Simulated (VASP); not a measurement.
Set up this calculation in VASP 6.6.1, as the native input.

* Task: single point
* Functional: LDA
* Potentials or basis: VASP PAW LDA potentials, release 54 (Ni)
* Cutoff: 520 eV
* k mesh: 13 × 13 × 13
* Occupations: gaussian, width 0.02 eV
* Spin: collinear spin, ferromagnetic start
* Starting moments: [1.0] μB
* Further INCAR settings: ALGO = Fast; EDIFF = 1e-06

The structure of Ni lies in POSCAR:

```
Ni
1.0
    0.0000000000      1.7375729330      1.7375729330
    1.7375729330      0.0000000000      1.7375729330
    1.7375729330      1.7375729330      0.0000000000
Ni
1
Cartesian
    0.0000000000      0.0000000000      0.0000000000
```

The input as run:

INCAR

```
ALGO = Fast
EDIFF = 1E-6
ENCUT = 520
GGA = CA
ISIF = 2
ISMEAR = 0
ISPIN = 2
LASPH = True
LCHARG = False
LMAXMIX = 4
LORBIT = 11
LREAL = False
LWAVE = False
MAGMOM = 1
NELM = 100
PREC = Accurate
SIGMA = 0.02
```

KPOINTS

```
k-points
0
Gamma
  13 13 13
```

Potentials or basis: VASP PAW LDA potentials, release 54 (Ni).

The run is started by

```bash
$ cat potpaw_LDA.54/Ni/POTCAR > POTCAR
$ mpirun -np 1 vasp_std > vasp.out
```

It gave:

| Item | Value |
| --- | --- |
| Pressure | -10.3 GPa |
| Band gap on the k mesh | none (metal or under the smearing width) |
| Net moment | 0.61 μB per cell |
| Site moments | Ni +0.61 μB |
| Valence electrons inside the program's atomic spheres | Ni 9.39 |

Wall time 11 s on 1 thread of Intel(R) Xeon(R) Platinum 8559C (Emerald Rapids), on a shared host, peak memory 0.12 GiB.
